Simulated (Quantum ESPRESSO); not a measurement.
# MoS2 (P-3m1) in Quantum ESPRESSO: a series of runs

Runs on MoS2. Level: PBEsol. Tasks: single point, equation of state.

All numbers are computed with Quantum ESPRESSO 7.5; they aren't measurements. Logs are shortened: lines on timing, memory, paths and dates and some standing lists are left out, and cuts for length are marked.

## (1) The structure

It takes space group P-3m1 (No. 164, trigonal). Conventional cell: a = 3.227 Å, b = 3.227 Å, c = 6.312 Å, α = 90.00°, β = 90.00°, γ = 120.00°. Mo (site symmetry -3m) has 6 S at 2.42 Å as nearest neighbours. S (site symmetry 3m) has 3 Mo at 2.42 Å as nearest neighbours.

Measurements of this composition are mostly on another form, of space group No. 194.

## (2) Single point, PBEsol, 17.84 Å³/atom

File pw.in:

```
&CONTROL
  calculation = 'scf'
  prefix = 'pwscf'
  outdir = './tmp'
  pseudo_dir = './pseudo'
  tprnfor = .true.
  tstress = .true.
  disk_io = 'nowf'
/
&SYSTEM
  ibrav = 0
  nat = 3
  ntyp = 2
  ecutwfc = 80
  nbnd = 20
  occupations = 'smearing'
  smearing = 'fd'
  degauss = 0.00367493
/
&ELECTRONS
  conv_thr = 6d-10
  electron_maxstep = 120
  mixing_beta = 0.5
/
ATOMIC_SPECIES
Mo    95.9500 Mo.upf
S     32.0600 S.upf
CELL_PARAMETERS angstrom
   3.1615794509    0.0000000000    0.0000000000
  -1.5807897255    2.7380081205    0.0000000000
   0.0000000000    0.0000000000    6.1836112739
ATOMIC_POSITIONS crystal
Mo     0.0000000000    0.0000000000    0.5000000000
S      0.6666666667    0.3333333333    0.7446806800
S      0.3333333333    0.6666666667    0.2553193200
K_POINTS automatic
9 9 4 0 0 0
```

Potentials or basis: PseudoDojo 0.4.1 SR PBEsol standard.

Run with:

```sh
$ OMP_NUM_THREADS=1 pw.x -in pw.in > pw.out
```

pw.out:

```text
This program is part of the open-source Quantum ESPRESSO suite
     for quantum simulation of materials; please cite
[... 9 lines left out ...]
     --------------------
     sticks:   dense  smooth     PW     G-vecs:    dense   smooth      PW
     Sum         769     769    235                34879    34879    5527

     Using Slab Decomposition

     bravais-lattice index     =            0
     lattice parameter (alat)  =       5.9745  a.u.
     unit-cell volume          =     361.2248 (a.u.)^3
     number of atoms/cell      =            3
     number of atomic types    =            2
     number of electrons       =        26.00
     number of Kohn-Sham states=           20
     kinetic-energy cutoff     =      80.0000  Ry
     charge density cutoff     =     320.0000  Ry
     scf convergence threshold =      6.0E-10
     mixing beta               =       0.5000
     number of iterations used =            8  plain     mixing
     Exchange-correlation= PBESOL
                           (   1   4  10   8   0   0   0)

     celldm(1)=   5.974519  celldm(2)=   0.000000  celldm(3)=   0.000000
     celldm(4)=   0.000000  celldm(5)=   0.000000  celldm(6)=   0.000000

     crystal axes: (cart. coord. in units of alat)
               a(1) = (   1.000000   0.000000   0.000000 )
               a(2) = (  -0.500000   0.866025   0.000000 )
               a(3) = (   0.000000   0.000000   1.955861 )

     reciprocal axes: (cart. coord. in units 2 pi/alat)
               b(1) = (  1.000000  0.577350 -0.000000 )
               b(2) = (  0.000000  1.154701  0.000000 )
               b(3) = (  0.000000 -0.000000  0.511284 )

     PseudoPot. # 1 for Mo read from file:
     Mo.upf
     Pseudo is Norm-conserving + core correction, Zval = 14.0
     Generated using ONCVPSP code by D. R. Hamann
     Using radial grid of 1640 points,  6 beta functions with:
                l(1) =   0
                l(2) =   0
                l(3) =   1
                l(4) =   1
                l(5) =   2
                l(6) =   2

     PseudoPot. # 2 for S  read from file:
     S.upf
     Pseudo is Norm-conserving + core correction, Zval =  6.0
     Generated using ONCVPSP code by D. R. Hamann
     Using radial grid of 1146 points,  6 beta functions with:
                l(1) =   0
                l(2) =   0
                l(3) =   1
                l(4) =   1
                l(5) =   2
                l(6) =   2

     atomic species   valence    mass     pseudopotential
     Mo               14.00    95.95000     Mo( 1.00)
     S                 6.00    32.06000     S ( 1.00)

     12 Sym. Ops., with inversion, found

   Cartesian axes

     site n.     atom                  positions (alat units)
         1        Mo     tau(   1) = (   0.0000000   0.0000000   0.9779307  )
         2        S      tau(   2) = (   0.5000000   0.2886751   1.4564922  )
         3        S      tau(   3) = (  -0.0000000   0.5773503   0.4993692  )

     number of k points=    43  Fermi-Dirac smearing, width (Ry)=  0.0037
                       cart. coord. in units 2pi/alat
        k(    1) = (   0.0000000   0.0000000   0.0000000), wk =   0.0061728
        k(    2) = (   0.0000000   0.0000000   0.1278209), wk =   0.0123457
        k(    3) = (   0.0000000   0.0000000  -0.2556418), wk =   0.0061728
        k(    4) = (   0.0000000   0.1283001   0.0000000), wk =   0.0370370
        k(    5) = (   0.0000000   0.1283001   0.1278209), wk =   0.0370370
        k(    6) = (   0.0000000   0.1283001  -0.2556418), wk =   0.0370370
[... 35 lines left out ...]
        k(   42) = (  -0.1111111   0.4490502  -0.1278209), wk =   0.0740741
        k(   43) = (  -0.2222222   0.5132002  -0.1278209), wk =   0.0740741

     Dense  grid:    34879 G-vectors     FFT dimensions: (  36,  36,  72)

     Initial potential from superposition of free atoms

     starting charge      25.9986, renormalised to      26.0000
     Starting wfcs are   18 randomized atomic wfcs +    2 random wfcs

     Self-consistent Calculation

     iteration #  1     ecut=    80.00 Ry     beta= 0.50
     Davidson diagonalization with overlap
     ethr =  1.00E-02,  avg # of iterations =  4.8

     total energy              =    -184.58827333 Ry
     estimated scf accuracy    <       0.42633646 Ry

     iteration #  2     ecut=    80.00 Ry     beta= 0.50
     Davidson diagonalization with overlap
     ethr =  1.64E-03,  avg # of iterations =  2.0

     total energy              =    -184.50864185 Ry
     estimated scf accuracy    <       1.71689812 Ry

     iteration #  3     ecut=    80.00 Ry     beta= 0.50
     Davidson diagonalization with overlap
     ethr =  1.64E-03,  avg # of iterations =  2.1

     total energy              =    -184.76449565 Ry
     estimated scf accuracy    <       0.04225395 Ry

     iteration #  4     ecut=    80.00 Ry     beta= 0.50
     Davidson diagonalization with overlap
     ethr =  1.63E-04,  avg # of iterations =  2.7

     total energy              =    -184.76770794 Ry
     estimated scf accuracy    <       0.00219222 Ry

     iteration #  5     ecut=    80.00 Ry     beta= 0.50
     Davidson diagonalization with overlap
     ethr =  8.43E-06,  avg # of iterations =  6.1

     total energy              =    -184.76809145 Ry
     estimated scf accuracy    <       0.00057298 Ry

     iteration #  6     ecut=    80.00 Ry     beta= 0.50
     Davidson diagonalization with overlap
     ethr =  2.20E-06,  avg # of iterations =  2.5

     total energy              =    -184.76817371 Ry
     estimated scf accuracy    <       0.00000517 Ry

     iteration #  7     ecut=    80.00 Ry     beta= 0.50
     Davidson diagonalization with overlap
     ethr =  1.99E-08,  avg # of iterations =  3.9

     total energy              =    -184.76817610 Ry
     estimated scf accuracy    <       0.00000021 Ry

     iteration #  8     ecut=    80.00 Ry     beta= 0.50
     Davidson diagonalization with overlap
     ethr =  7.98E-10,  avg # of iterations =  3.2

     total energy              =    -184.76817613 Ry
     estimated scf accuracy    <       0.00000012 Ry

     iteration #  9     ecut=    80.00 Ry     beta= 0.50
     Davidson diagonalization with overlap
     ethr =  4.51E-10,  avg # of iterations =  2.0

     total energy              =    -184.76817615 Ry
     estimated scf accuracy    <          5.5E-09 Ry

     iteration # 10     ecut=    80.00 Ry     beta= 0.50
     Davidson diagonalization with overlap
     ethr =  2.11E-11,  avg # of iterations =  2.1

     total energy              =    -184.76817615 Ry
     estimated scf accuracy    <          2.3E-09 Ry

     iteration # 11     ecut=    80.00 Ry     beta= 0.50
     Davidson diagonalization with overlap
     ethr =  8.75E-12,  avg # of iterations =  1.6

     End of self-consistent calculation

          k = 0.0000 0.0000 0.0000 (  4407 PWs)   bands (ev):

   -50.5553 -24.6802 -24.5754 -24.5754  -4.1229  -2.4672   4.0054   6.7973
     6.7973   9.2340   9.8798  10.0500  10.0500  10.8775  10.8775  14.5820
    14.5820  17.1172  17.7440  20.5438

          k = 0.0000 0.0000 0.1278 (  4389 PWs)   bands (ev):

   -50.5553 -24.6803 -24.5754 -24.5754  -4.0307  -2.6323   4.3778   6.8020
     6.8020   8.1027  10.0462  10.0462  10.7085  10.8394  10.8394  14.6754
    14.6754  16.9703  18.4418  20.8597

          k = 0.0000 0.0000-0.2556 (  4414 PWs)   bands (ev):

   -50.5553 -24.6803 -24.5754 -24.5754  -3.9154  -2.8167   4.8721   6.8067
     6.8067   7.2763  10.0424  10.0424  10.8023  10.8023  11.1033  14.7701
    14.7701  16.9651  19.1724  20.4231

          k = 0.0000 0.1283 0.0000 (  4403 PWs)   bands (ev):

   -50.5503 -24.6701 -24.6256 -24.5867  -3.9175  -2.4320   4.2604   6.3520
     6.9118   8.9191   9.4607   9.5615   9.8992  11.1291  11.4420  14.0889
    14.4974  18.0456  18.3438  20.1016

          k = 0.0000 0.1283 0.1278 (  4389 PWs)   bands (ev):

   -50.5503 -24.6702 -24.6256 -24.5867  -3.8249  -2.5868   4.6231   6.2294
     6.9222   8.5001   9.0735   9.4309  10.3618  11.4058  11.4444  14.0202
    14.6535  17.7893  19.0705  20.3028

          k = 0.0000 0.1283-0.2556 (  4390 PWs)   bands (ev):

   -50.5503 -24.6702 -24.6256 -24.5867  -3.7107  -2.7581   5.1182   5.9943
     6.9188   8.0013   8.9678   9.4322  10.4979  11.4256  11.7462  14.0794
    14.6136  17.7292  19.6366  20.1098

          k = 0.0000 0.2566 0.0000 (  4375 PWs)   bands (ev):

   -50.5376 -24.7512 -24.6442 -24.6153  -3.3577  -2.3345   4.8985   5.7833
     7.0685   7.0952   8.9694   9.4070   9.6569  11.4687  11.8843  14.1698
    14.5575  18.5246  19.1545  19.7106

          k = 0.0000 0.2566 0.1278 (  4367 PWs)   bands (ev):

   -50.5376 -24.7512 -24.6442 -24.6153  -3.2564  -2.4759   5.3086   5.5372
     7.0777   7.1330   8.7818   8.9394   9.9917  11.5858  11.8873  14.0735
    14.6447  18.8044  19.0284  20.0886
[... 163 lines left out ...]
          k = 0.3333 0.5774-0.2556 (  4338 PWs)   bands (ev):

   -50.5071 -24.8657 -24.8657 -24.5822  -1.8017  -1.8017   5.1622   5.1622
     5.6001   7.1221   7.1517   7.1517  11.4725  11.4725  11.7912  14.9952
    14.9952  18.7154  19.0536  19.0536

          k = 0.0000 0.1283-0.1278 (  4389 PWs)   bands (ev):

   -50.5503 -24.6702 -24.6256 -24.5867  -3.8281  -2.5810   4.5932   6.2723
     6.9085   8.5235   8.9733   9.4617  10.4189  11.4325  11.4634  14.1519
    14.4569  17.7643  19.0853  19.8834

          k = 0.0000 0.2566-0.1278 (  4367 PWs)   bands (ev):

   -50.5376 -24.7512 -24.6442 -24.6153  -3.2923  -2.4223   4.8902   5.9787
     6.9897   7.0479   8.9648   9.0033   9.8948  11.9543  12.0063  13.7235
    14.3866  18.3310  18.7411  19.5449

          k = 0.0000 0.3849-0.1278 (  4378 PWs)   bands (ev):

   -50.5232 -24.8909 -24.6476 -24.6148  -2.7200  -2.0719   4.7644   5.3215
     6.5409   6.9177   8.7672   9.1072   9.1322  12.0621  12.5968  14.2313
    14.6153  17.0948  17.6028  20.6630

          k = 0.0000 0.5132-0.1278 (  4346 PWs)   bands (ev):

   -50.5138 -24.9804 -24.6686 -24.5955  -2.4765  -1.5794   3.9595   5.3173
     6.4605   6.7397   8.3139   9.0595   9.3714  12.1520  13.0263  14.8144
    14.9221  16.3925  17.3452  19.1956

          k =-0.1111 0.3208-0.1278 (  4376 PWs)   bands (ev):

   -50.5279 -24.8308 -24.6529 -24.6239  -2.8420  -2.2834   5.0031   5.9089
     6.2436   7.0751   8.0289   9.0952  10.0054  11.6622  12.5074  13.6192
    14.6996  18.2713  18.8487  20.0946

          k =-0.1111 0.4491-0.1278 (  4362 PWs)   bands (ev):

   -50.5160 -24.9357 -24.6887 -24.6000  -2.4473  -1.8186   4.5320   5.1400
     6.5633   6.8380   7.9834   8.4733  10.0204  11.9980  12.8586  13.8509
    15.0616  17.3372  18.1216  19.8270

          k =-0.2222 0.5132-0.1278 (  4358 PWs)   bands (ev):

   -50.5096 -24.9281 -24.7728 -24.5872  -2.0986  -1.6891   4.6011   5.2037
     6.3258   6.8276   7.0622   7.9185  10.8114  11.9655  12.5556  13.7486
    15.2391  17.8715  18.8264  19.2338

     the Fermi energy is    11.1185 ev

!    total energy              =    -184.76817616 Ry
     estimated scf accuracy    <          3.4E-11 Ry
     smearing contrib. (-TS)   =      -0.00057734 Ry
     internal energy E=F+TS    =    -184.76759881 Ry

     The total energy is F=E-TS. E is the sum of the following terms:
     one-electron contribution =     -92.07249561 Ry
     hartree contribution      =      57.06587062 Ry
     xc contribution           =     -33.21779676 Ry
     ewald contribution        =    -116.54317707 Ry

     convergence has been achieved in  11 iterations

     Forces acting on atoms (cartesian axes, Ry/au):

     atom    1 type  1   force =     0.00000000    0.00000000    0.00000000
     atom    2 type  2   force =     0.00000000    0.00000000    0.04260940
     atom    3 type  2   force =    -0.00000000   -0.00000000   -0.04260940

     Total force =     0.060259     Total SCF correction =     0.000018

     Computing stress (Cartesian axis) and pressure

          total   stress  (Ry/bohr**3)                   (kbar)     P=       56.29
   0.00027025   0.00000000   0.00000000           39.75        0.00        0.00
   0.00000000   0.00027025  -0.00000000            0.00       39.75       -0.00
   0.00000000  -0.00000000   0.00060737            0.00       -0.00       89.35

=------------------------------------------------------------------------------=
   JOB DONE.
=------------------------------------------------------------------------------=
```

Wall time 65 s (1 thread of Arm Neoverse V1, shared host); peak memory 0.12 GiB.

Results:

* Free energy: -2513.8991 eV
* Pressure: 5.6 GPa
* Largest force: 1.096 eV/Å
* Band gap on the k mesh: none (metal or under the smearing width)

Caveat: this functional lacks dispersion, which binds the layers, so the pressure and a relaxed spacing across them are unreliable; forces of over 1 eV/Å show positions far from the minimum, so gaps and moduli don't describe the material at rest.

## (3) Single point, PBEsol, 18.22 Å³/atom

pw.in, as its differences from that of step 2:

```diff
@@ -28,5 +28,5 @@
 CELL_PARAMETERS angstrom
-   3.1615794509    0.0000000000    0.0000000000
-  -1.5807897255    2.7380081205    0.0000000000
-   0.0000000000    0.0000000000    6.1836112739
+   3.1838448285    0.0000000000    0.0000000000
+  -1.5919224143    2.7572905031    0.0000000000
+   0.0000000000    0.0000000000    6.2271592669
 ATOMIC_POSITIONS crystal
```

Potentials or basis: PseudoDojo 0.4.1 SR PBEsol standard.

Run with:

```sh
$ OMP_NUM_THREADS=1 pw.x -in pw.in > pw.out
```

Wall time 65 s (1 thread of Arm Neoverse V1, shared host); peak memory 0.12 GiB.

Results (log left out):

```
Free energy            : -2513.9271 eV
Pressure               : 2.3 GPa
Largest force          : 0.712 eV/Å
Band gap on the k mesh : none (metal or under the smearing width)
```

Caveat: this functional lacks dispersion, which binds the layers, so the pressure and a relaxed spacing across them are unreliable.

## (4) Single point, PBEsol, 18.60 Å³/atom

pw.in, as its differences from that of step 3:

```diff
@@ -28,5 +28,5 @@
 CELL_PARAMETERS angstrom
-   3.1838448285    0.0000000000    0.0000000000
-  -1.5919224143    2.7572905031    0.0000000000
-   0.0000000000    0.0000000000    6.2271592669
+   3.2058030729    0.0000000000    0.0000000000
+  -1.6029015365    2.7763069006    0.0000000000
+   0.0000000000    0.0000000000    6.2701065500
 ATOMIC_POSITIONS crystal
```

Run with:

```sh
$ OMP_NUM_THREADS=1 pw.x -in pw.in > pw.out
```

Run time: 65 s. Hardware: 1 thread of Arm Neoverse V1, shared host; peak memory 0.12 GiB.

The run converged. Its results:

- Free energy: -2513.9326 eV
- Pressure: -0.7 GPa
- Largest force: 0.357 eV/Å
- Band gap on the k mesh: none (metal or under the smearing width)

Caveat: this functional lacks dispersion, which binds the layers, so the pressure and a relaxed spacing across them are unreliable.

## (5) Single point, PBEsol, 18.98 Å³/atom

pw.in, as its differences from that of step 4:

```diff
@@ -28,5 +28,5 @@
 CELL_PARAMETERS angstrom
-   3.2058030729    0.0000000000    0.0000000000
-  -1.6029015365    2.7763069006    0.0000000000
-   0.0000000000    0.0000000000    6.2701065500
+   3.2274645616    0.0000000000    0.0000000000
+  -1.6137322808    2.7950663001    0.0000000000
+   0.0000000000    0.0000000000    6.3124734200
 ATOMIC_POSITIONS crystal
```

Run with:

```sh
$ OMP_NUM_THREADS=1 pw.x -in pw.in > pw.out
```

It took 61 s on 1 thread of Arm Neoverse V1, shared host; peak memory 0.12 GiB.

The run converged. Its results:

```yaml
Free_energy: -2513.9180 eV
Pressure: -3.4 GPa
Largest_force: 0.028 eV/Å
Band_gap_on_the_k_mesh: none (metal or under the smearing width)
```

Caveat: this functional lacks dispersion, which binds the layers, so the pressure and a relaxed spacing across them are unreliable.

## (6) Single point, PBEsol, 19.36 Å³/atom

pw.in, as its differences from that of step 5:

```diff
@@ -28,5 +28,5 @@
 CELL_PARAMETERS angstrom
-   3.2274645616    0.0000000000    0.0000000000
-  -1.6137322808    2.7950663001    0.0000000000
-   0.0000000000    0.0000000000    6.3124734200
+   3.2488391220    0.0000000000    0.0000000000
+  -1.6244195610    2.8135772124    0.0000000000
+   0.0000000000    0.0000000000    6.3542790981
 ATOMIC_POSITIONS crystal
```

Potentials or basis: PseudoDojo 0.4.1 SR PBEsol standard.

Run with:

```sh
$ OMP_NUM_THREADS=1 pw.x -in pw.in > pw.out
```

It took 61 s on 1 thread of Arm Neoverse V1, shared host; peak memory 0.13 GiB.

The run converged. Its results:

```
Free energy            : -2513.8853 eV
Pressure               : -5.8 GPa
Largest force          : 0.276 eV/Å
Band gap on the k mesh : none (metal or under the smearing width)
```

Caveat: this functional lacks dispersion, which binds the layers, so the pressure and a relaxed spacing across them are unreliable.

## (7) Single point, PBEsol, 19.74 Å³/atom

pw.in, as its differences from that of step 6:

```diff
@@ -28,5 +28,5 @@
 CELL_PARAMETERS angstrom
-   3.2488391220    0.0000000000    0.0000000000
-  -1.6244195610    2.8135772124    0.0000000000
-   0.0000000000    0.0000000000    6.3542790981
+   3.2699360711    0.0000000000    0.0000000000
+  -1.6349680355    2.8318477062    0.0000000000
+   0.0000000000    0.0000000000    6.3955418068
 ATOMIC_POSITIONS crystal
```

Run with:

```sh
$ OMP_NUM_THREADS=1 pw.x -in pw.in > pw.out
```

Wall time 61 s (1 thread of Arm Neoverse V1, shared host); peak memory 0.13 GiB.

Results (log left out):

| Quantity | Value |
| --- | --- |
| Free energy | -2513.8365 eV |
| Pressure | -7.9 GPa |
| Largest force | 0.558 eV/Å |
| Band gap on the k mesh | none (metal or under the smearing width) |

Caveat: this functional lacks dispersion, which binds the layers, so the pressure and a relaxed spacing across them are unreliable.

## (8) Single point, PBEsol, 20.12 Å³/atom

pw.in, as its differences from that of step 7:

```diff
@@ -28,5 +28,5 @@
 CELL_PARAMETERS angstrom
-   3.2699360711    0.0000000000    0.0000000000
-  -1.6349680355    2.8318477062    0.0000000000
-   0.0000000000    0.0000000000    6.3955418068
+   3.2907642509    0.0000000000    0.0000000000
+  -1.6453821255    2.8498854391    0.0000000000
+   0.0000000000    0.0000000000    6.4362788402
 ATOMIC_POSITIONS crystal
```

Run with:

```sh
$ OMP_NUM_THREADS=1 pw.x -in pw.in > pw.out
```

Run time: 67 s. Hardware: 1 thread of Arm Neoverse V1, shared host; peak memory 0.13 GiB.

The run converged. Its results:

```yaml
Free_energy: -2513.7733 eV
Pressure: -9.8 GPa
Largest_force: 0.820 eV/Å
Band_gap_on_the_k_mesh: none (metal or under the smearing width)
```

Caveat: this functional lacks dispersion, which binds the layers, so the pressure and a relaxed spacing across them are unreliable.

## (9) Equation of state, PBEsol

Potentials or basis: PseudoDojo 0.4.1 SR PBEsol standard.

No new run: the results of the series are fitted here.

Results:

```yaml
Equilibrium_volume: 18.51 Å³/atom
Bulk_modulus_at_fixed_shape_and_positions: 142 GPa
Pressure_derivative_of_the_bulk_modulus: 4.4
```

Energy against volume, from the lowest point:
| volume (Å³/atom) | energy (meV/atom) |
| --- | --- |
| 17.843 | 11.17 |
| 18.222 | 1.83 |
| 18.602 | 0.00 |
| 18.982 | 4.88 |
| 19.361 | 15.77 |
| 19.741 | 32.03 |
| 20.120 | 53.09 |

Caveat: the cell was scaled at fixed shape and fractional positions, which overstates the stiffness of a crystal with free parameters, most of all of layers and chains; this functional lacks dispersion, which binds the layers, so the pressure and a relaxed spacing across them are unreliable.
